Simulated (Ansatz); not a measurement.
**Structures of Co2Si: which is lowest?**

Plane-wave DFT in Ansatz with scalar-relativistic PAW potentials, cutoff 500 eV, Γ-centred meshes chosen by cell and gap, Gaussian smearing with energies taken to zero width. Every cell was relaxed (cell and atoms) in a run of its own, within the symmetry of its start. Functional: r2SCAN.

Relaxed structures (starts from databases or built by putting these elements on another compound's sites):
A. P6/mmm, 3 atoms in the computed cell, a = 3.912 Å, c = 2.476 Å; sites (symmetry × multiplicity) Co -6m2 × 2, Si 6/mmm × 1; start: built
B. P6_3/mmc, 6 atoms in the computed cell, a = 3.877 Å, c = 4.828 Å; sites (symmetry × multiplicity) Si -6m2 × 2, Co -3m. × 2 + -6m2 × 2; start: built

**Question.** Rank them by energy. Could pressure change the order?

**Answer.**
| structure | group | E − E(lowest) (meV/atom) | V (Å³/atom) | gap on mesh (eV) |
| --- | --- | --- | --- | --- |
| B | P6_3/mmc | 0.0 | 10.47 | 0.00 |
| A | P6/mmm | 326 | 10.94 | 0.00 |

B is lowest, 326 meV/atom under A. The lowest is also the densest of these, so pressure wouldn't bring one of the others in at first order. Other structures may lie lower than all of these, and vibrations aren't counted.

The state reached may not be the lowest one. Magnetic cells started from one order each; another order can shift an energy by tens of meV per atom.